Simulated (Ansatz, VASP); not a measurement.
**Two plane-wave programs on Bi**

```
Bi
1.0
    -1.98286    1.98286    1.98286
     1.98286   -1.98286    1.98286
     1.98286    1.98286   -1.98286
Bi
1
Direct
  0.00000 0.00000 0.00000
```

Alike in both runs: functional r2SCAN; k mesh 16 × 16 × 16; occupations fermi-dirac, width 0.15 eV; no spin polarisation.

Ansatz relaxed the structure, and its values are those at the end. VASP's run is a single point on that final structure, the one shown.

```csv
,VASP,Ansatz
version,VASP 6.6.1,Ansatz 0.2.0
potentials or method,"VASP PAW PBE potentials, release 64 (Bi_d)","scalar-relativistic, plane waves, PAW"
plane-wave cutoff (eV),520,500
valence electrons in the cell,15,15
```

|  | VASP | Ansatz | Ansatz less VASP |
| --- | --- | --- | --- |
| gap on the k mesh at the Fermi level (eV) | none | none | - |
| pressure (GPa) | 0.0 | 0.0 | +0.02 |

A gap of «none» marks a metal or a gap that the smearing closes.

Caveats: the PAW data sets were made with another functional, which shifts forces and pressure a little (VASP); spin-orbit coupling is left out, which moves the levels of the heavy elements.
